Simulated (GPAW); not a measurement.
## CaSe: optical spectrum from first principles

Wanted: where CaSe starts to absorb, how strongly, and its refractive index. The cell comes from an older database entry, whose edges can differ from later determinations, mostly by under a per cent.

Main program and level: GPAW 26.7.0; DFT, PBE, plane-wave PAW (GPAW data sets), scalar-relativistic, RPA, optical limit.

Most raw output is cut from this account.

The database entry behind the starting cell differs from later determinations by our own check (0.1 to 0.3 % short, probably kX units), so it need not match the best structure at ambient conditions.

## (1) The starting structure

Symmetry: Fm-3m, No. 225, cubic system. Conventional cell: a = 5.912 Å, b = 5.912 Å, c = 5.912 Å, α = 90.00°, β = 90.00°, γ = 90.00°. Nearest to Se lie 6 Ca at 2.96 Å. Ca has 6 Se at 2.96 Å nearest. Farther neighbours and most contacts between anions are not listed.

## (2) Ground state

First the ground state: is it a metal or has it a gap?

This step: DFT, PBE, plane-wave PAW (GPAW data sets), scalar-relativistic, ground state (GPAW 26.7.0).

File gs.py:

```python
from ase import Atoms
from ase.dft.bandgap import bandgap
from gpaw import GPAW, PW, FermiDirac

atoms = Atoms(['Se', 'Ca'],
              cell=[[0.000000000000, 2.956000000000, 2.956000000000],
                    [2.956000000000, 0.000000000000, 2.956000000000],
                    [2.956000000000, 2.956000000000, 0.000000000000]],
              scaled_positions=[[0.500000000000, 0.500000000000, 0.500000000000],
                                [0.000000000000, 0.000000000000, 0.000000000000]],
              pbc=[True, True, True])
atoms.calc = GPAW(mode=PW(500), xc='PBE', kpts={'size': (7, 7, 7), 'gamma': True},
                  occupations=FermiDirac(0.05), maxiter=150, txt='gs.txt')
print('energy (eV)', atoms.get_potential_energy())
print('Fermi level (eV)', atoms.calc.get_fermi_level())
print('valence electrons', atoms.calc.get_number_of_electrons())
print('gap (eV)', bandgap(atoms.calc, output=None)[0])
print('direct gap (eV)', bandgap(atoms.calc, direct=True, output=None)[0])
atoms.calc.write('gs.gpw')
```

On the command line:

```bash
$ OMP_NUM_THREADS=1 python gs.py
```

It took 7.8 s on 1 thread of Arm Neoverse V1, shared host; peak memory 0.14 GiB.

Read-outs, printed or worked out from the files:

* energy: -9.562 eV
* Fermi energy: 5.837 eV
* gap on the k-mesh: 2.548 eV
* direct gap on the mesh: 3.363 eV
* electrons: 16

There is a gap, 2.55 eV on this mesh (points off the mesh can give less), so no carriers' term is needed.

## (3) Bands for the response

The response needs many more empty bands than the density does.

This step: DFT, PBE, plane-wave PAW (GPAW data sets), scalar-relativistic, bands at fixed density (GPAW 26.7.0).

File nscf.py:

```python
from ase.dft.bandgap import bandgap
from gpaw import GPAW, FermiDirac

calc = GPAW('gs.gpw').fixed_density(kpts={'size': (10, 10, 10), 'gamma': True}, nbands=41, convergence={'bands': 35},
                                    occupations=FermiDirac(0.001), txt='nscf.txt')
print('gap (eV)', bandgap(calc, output=None)[0])
print('direct gap (eV)', bandgap(calc, direct=True, output=None)[0])
print('top band over the Fermi level (eV)', min(calc.get_eigenvalues(kpt=k)[34] for k in range(len(calc.get_ibz_k_points()))) - calc.get_fermi_level())
calc.write('full.gpw', mode='all')
```

On the command line:

```bash
$ OMP_NUM_THREADS=1 python nscf.py
```

The job ended after 77 s (1 thread; peak memory 0.19 GiB).

This step gave:

```
gap on the k-mesh      : 2.045 eV
direct gap on the mesh : 2.982 eV
```

## (4) Dielectric function, RPA

Transitions between filled and empty bands, summed over the zone, give the optical response, so mesh, band count and broadening shape it.

The induced potential is part of this response.

This step: DFT, PBE, plane-wave PAW (GPAW data sets), scalar-relativistic, RPA, optical limit (GPAW 26.7.0).

File df.py:

```python
from gpaw.response.df import DielectricFunction

df = DielectricFunction('full.gpw', frequencies={'type': 'nonlinear', 'domega0': 0.03, 'omega2': 8},
                        ecut=60,
                        eta=0.1,
                        nbands=35,
                        txt='df.txt')
for direction in ['x']:
    df.get_dielectric_function(xc='RPA', direction=direction, filename=f'df_{direction}.csv')
```

On the command line:

```bash
$ OMP_NUM_THREADS=1 python df.py
```

Elapsed: 12 s, on 1 thread; peak memory 0.28 GiB.

Read-outs, printed or worked out from the files:

| Property | Result |
| --- | --- |
| electronic dielectric constant ε∞, mean over x, y and z (by symmetry where fewer were run) | 5.156 |
| main peak of Im epsilon, first axis | 4.583 eV |
| centre of weight of the strongest loss peak in the window | 14.66 eV |

The Im ε, E ∥ x has structure finer than the step of the table below, so its rows give means over 0.5 eV, whole bins alone (the curve runs from 0 to 21.9 eV). Peaks (eV: height): 4.56: 6.83, 5.17: 6.73, 5.51: 6.79, 6.28: 6.78, 6.99: 6.13, 11.63: 2.59.

Values under the direct gap are tails of Lorentzian lines. The Im ε, E ∥ x by photon energy; means over each step:

| photon energy (eV) | Im ε, E ∥ x |
| --- | --- |
| 0.5 | 0.0152 |
| 1.0 | 0.0331 |
| 1.5 | 0.0580 |
| 2.0 | 0.101 |
| 2.5 | 0.218 |
| 3.0 | 1.17 |
| 3.5 | 3.31 |
| 4.0 | 5.20 |
| 4.5 | 6.03 |
| 5.0 | 5.89 |
| 5.5 | 6.35 |
| 6.0 | 5.92 |
| 6.5 | 5.92 |
| 7.0 | 5.75 |
| 7.5 | 5.34 |
| 8.0 | 3.52 |
| 8.5 | 3.20 |
| 9.0 | 2.00 |
| 9.5 | 1.37 |
| 10.0 | 1.69 |
| 10.5 | 1.60 |
| 11.0 | 1.65 |
| 11.5 | 2.20 |
| 12.0 | 1.53 |
| 12.5 | 1.13 |
| 13.0 | 0.881 |
| 13.5 | 0.724 |
| 14.0 | 0.653 |
| 14.5 | 0.603 |
| 15.0 | 0.495 |
| 15.5 | 0.588 |
| 16.0 | 0.485 |
| 16.5 | 0.440 |
| 17.0 | 0.616 |
| 17.5 | 0.571 |
| 18.0 | 0.507 |
| 18.5 | 0.402 |
| 19.0 | 0.466 |
| 19.5 | 0.350 |
| 20.0 | 0.261 |
| 20.5 | 0.300 |
| 21.0 | 0.318 |
| 21.5 | 0.267 |

The Re ε, E ∥ x by photon energy:

| photon energy (eV) | Re ε, E ∥ x |
| --- | --- |
| 0.0 | 5.16 |
| 0.5 | 5.19 |
| 1.0 | 5.31 |
| 1.5 | 5.53 |
| 2.0 | 5.91 |
| 2.5 | 6.60 |
| 3.0 | 8.00 |
| 3.5 | 7.97 |
| 4.0 | 6.51 |
| 4.5 | 6.12 |
| 5.0 | 4.71 |
| 5.5 | 3.45 |
| 6.0 | 1.94 |
| 6.5 | 1.35 |
| 7.0 | 0.737 |
| 7.5 | -1.40 |
| 8.0 | -1.07 |
| 8.5 | -1.15 |
| 9.0 | -1.74 |
| 9.5 | -0.316 |
| 10.0 | -0.0711 |
| 10.5 | 0.149 |
| 11.0 | 0.260 |
| 11.5 | 0.326 |
| 12.0 | -0.409 |
| 12.5 | -0.525 |
| 13.0 | -0.272 |
| 13.5 | -0.153 |
| 14.0 | 0.187 |
| 14.5 | 0.0430 |
| 15.0 | 0.347 |
| 15.5 | 0.358 |
| 16.0 | 0.331 |
| 16.5 | 0.486 |
| 17.0 | 0.610 |
| 17.5 | 0.434 |
| 18.0 | 0.385 |
| 18.5 | 0.531 |
| 19.0 | 0.479 |
| 19.5 | 0.444 |
| 20.0 | 0.576 |
| 20.5 | 0.672 |
| 21.0 | 0.650 |
| 21.5 | 0.685 |

The reflectivity at normal incidence, E ∥ x has structure finer than the step of the table below, so its rows give means over 0.5 eV, whole bins alone (the curve runs from 0 to 21.9 eV). Peaks (eV: height): 7.73: 39.6, 9.09: 47.7, 11.79: 33.1, 14.40: 17.8.

The reflectivity at normal incidence, E ∥ x by photon energy; means over each step:

| photon energy (eV) | reflectivity at normal incidence, E ∥ x (%) |
| --- | --- |
| 0.5 | 15.2 |
| 1.0 | 15.6 |
| 1.5 | 16.3 |
| 2.0 | 17.4 |
| 2.5 | 19.4 |
| 3.0 | 23.0 |
| 3.5 | 25.6 |
| 4.0 | 26.6 |
| 4.5 | 27.6 |
| 5.0 | 26.6 |
| 5.5 | 28.2 |
| 6.0 | 27.9 |
| 6.5 | 29.7 |
| 7.0 | 30.4 |
| 7.5 | 37.5 |
| 8.0 | 34.4 |
| 8.5 | 35.2 |
| 9.0 | 42.0 |
| 9.5 | 23.1 |
| 10.0 | 19.5 |
| 10.5 | 16.5 |
| 11.0 | 15.2 |
| 11.5 | 21.0 |
| 12.0 | 27.9 |
| 12.5 | 29.2 |
| 13.0 | 24.3 |
| 13.5 | 22.8 |
| 14.0 | 14.3 |
| 14.5 | 16.3 |
| 15.0 | 8.69 |
| 15.5 | 7.91 |
| 16.0 | 7.64 |
| 16.5 | 4.37 |
| 17.0 | 4.56 |
| 17.5 | 6.18 |
| 18.0 | 6.48 |
| 18.5 | 4.03 |
| 19.0 | 4.59 |
| 19.5 | 4.63 |
| 20.0 | 2.56 |
| 20.5 | 1.81 |
| 21.0 | 2.00 |
| 21.5 | 1.54 |

The Im ε, E ∥ x has structure finer than the step of the table below, so its rows give means over 0.5 eV, whole bins alone (the curve runs from 0 to 21.9 eV). Peaks (eV: height): without local fields 4.56: 8.73, 5.12: 8.60, 5.47: 9.01, 6.28: 8.73, 11.48: 2.56; with local fields 4.56: 6.83, 5.17: 6.73, 5.51: 6.79, 6.28: 6.78, 6.99: 6.13, 11.63: 2.59.

Values under the direct gap are tails of Lorentzian lines. Table of Im ε, E ∥ x by photon energy; means over each step:

| photon energy (eV) | without local fields | with local fields |
| --- | --- | --- |
| 0.5 | 0.0196 | 0.0152 |
| 1.0 | 0.0428 | 0.0331 |
| 1.5 | 0.0755 | 0.0580 |
| 2.0 | 0.133 | 0.101 |
| 2.5 | 0.290 | 0.218 |
| 3.0 | 1.59 | 1.17 |
| 3.5 | 4.60 | 3.31 |
| 4.0 | 6.76 | 5.20 |
| 4.5 | 7.75 | 6.03 |
| 5.0 | 7.58 | 5.89 |
| 5.5 | 8.20 | 6.35 |
| 6.0 | 7.80 | 5.92 |
| 6.5 | 7.39 | 5.92 |
| 7.0 | 6.85 | 5.75 |
| 7.5 | 5.55 | 5.34 |
| 8.0 | 3.60 | 3.52 |
| 8.5 | 3.01 | 3.20 |
| 9.0 | 1.73 | 2.00 |
| 9.5 | 1.68 | 1.37 |
| 10.0 | 1.90 | 1.69 |
| 10.5 | 2.10 | 1.60 |
| 11.0 | 2.20 | 1.65 |
| 11.5 | 2.22 | 2.20 |
| 12.0 | 1.21 | 1.53 |
| 12.5 | 0.907 | 1.13 |
| 13.0 | 0.792 | 0.881 |
| 13.5 | 0.721 | 0.724 |
| 14.0 | 0.749 | 0.653 |
| 14.5 | 0.531 | 0.603 |
| 15.0 | 0.566 | 0.495 |
| 15.5 | 0.551 | 0.588 |
| 16.0 | 0.417 | 0.485 |
| 16.5 | 0.496 | 0.440 |
| 17.0 | 0.507 | 0.616 |
| 17.5 | 0.316 | 0.571 |
| 18.0 | 0.259 | 0.507 |
| 18.5 | 0.246 | 0.402 |
| 19.0 | 0.198 | 0.466 |
| 19.5 | 0.143 | 0.350 |
| 20.0 | 0.139 | 0.261 |
| 20.5 | 0.155 | 0.300 |
| 21.0 | 0.132 | 0.318 |
| 21.5 | 0.108 | 0.267 |

The loss function −Im 1/ε at q → 0, E ∥ x has structure finer than the step of the table below, so its rows give means over 0.5 eV, whole bins alone (the curve runs from 0 to 21.9 eV). Peaks (eV: height): 9.55: 0.758, 13.86: 1.75, 14.68: 1.98, 18.16: 1.34, 19.33: 1.14.

Values under the direct gap are tails of Lorentzian lines. Loss function −Im 1/ε at q → 0, E ∥ x against energy loss; means over each step:

| energy loss (eV) | loss function −Im 1/ε at q → 0, E ∥ x |
| --- | --- |
| 0.5 | 5.6e-4 |
| 1.0 | 0.00117 |
| 1.5 | 0.00188 |
| 2.0 | 0.00287 |
| 2.5 | 0.00484 |
| 3.0 | 0.0173 |
| 3.5 | 0.0420 |
| 4.0 | 0.0714 |
| 4.5 | 0.0888 |
| 5.0 | 0.109 |
| 5.5 | 0.122 |
| 6.0 | 0.148 |
| 6.5 | 0.162 |
| 7.0 | 0.170 |
| 7.5 | 0.179 |
| 8.0 | 0.261 |
| 8.5 | 0.275 |
| 9.0 | 0.349 |
| 9.5 | 0.682 |
| 10.0 | 0.593 |
| 10.5 | 0.623 |
| 11.0 | 0.592 |
| 11.5 | 0.438 |
| 12.0 | 0.589 |
| 12.5 | 0.762 |
| 13.0 | 1.06 |
| 13.5 | 1.35 |
| 14.0 | 1.48 |
| 14.5 | 1.66 |
| 15.0 | 1.47 |
| 15.5 | 1.26 |
| 16.0 | 1.36 |
| 16.5 | 0.991 |
| 17.0 | 0.856 |
| 17.5 | 1.10 |
| 18.0 | 1.21 |
| 18.5 | 0.955 |
| 19.0 | 1.01 |
| 19.5 | 1.04 |
| 20.0 | 0.672 |
| 20.5 | 0.571 |
| 21.0 | 0.614 |
| 21.5 | 0.506 |

Optical constants at common wavelengths, from n + ik = √ε:

| wavelength (nm) | n | k | R (%) | 1/α |
| --- | --- | --- | --- | --- |
| 1550 | 2.29 | 0.005 | 15.4 | 22 µm |
| 800 | 2.36 | 0.013 | 16.4 | 5.0 µm |
| 450 | 2.70 | 0.071 | 21.1 | 508 nm |
| 405 | 2.83 | 0.254 | 23.2 | 127 nm |
| 365 | 2.90 | 0.526 | 25.1 | 55 nm |
| 248 | 2.45 | 1.135 | 25.7 | 17 nm |
| 193 | 1.84 | 1.552 | 29.7 | 9.9 nm |

Below the direct gap, k and the depth come from the tails of the Lorentzian lines, not from transitions.

Rows near the edge hang on the gap, which this functional as a rule makes too small, and phonon-assisted absorption is left out.

## (5) Summary of results

| Property | Result |
| --- | --- |
| electronic dielectric constant ε∞, mean over x, y and z (by symmetry where fewer were run) (RPA) | 5.16 |
| main peak of Im epsilon, first axis | 4.58 eV |
| centre of weight of the strongest loss peak in the window, first axis | 14.7 eV |

In words: At this level (PBE, RPA) CaSe has ε∞ = 5.16 and n = 2.29 at 1550 nm, and Im ε peaks at 4.6 eV. On the mesh the gap is 2.04 eV and the least direct gap 2.98 eV, so on this mesh the band edges lie at different points. Local fields change the static value along x from 6.06 to 5.16 (-15 %). Distinct maxima of Im ε, read by a parabola through the highest points, lie at 4.58 eV (6.9), 5.16 eV (6.7), 5.50 eV (6.8) and 6.29 eV (6.8). Excitons and phonon-assisted transitions are missing; PBE gaps are as a rule too small, which pulls the onset down and ε∞ up. The sum runs over mesh points, so small or evenly spaced maxima can still be ripples of the mesh.

[Machine, clock and banner lines and Python warnings are left out of the logs.]

[Logs are printed without paths, hosts, clocks, repeated set-up lines and the standing remarks that a program may print on its own settings, such as how far it seeks lower states.]

[Hosts, paths, dates, database ids (printed as entryN), source tags and the programs' standing remarks are cut or masked in the printed files.]
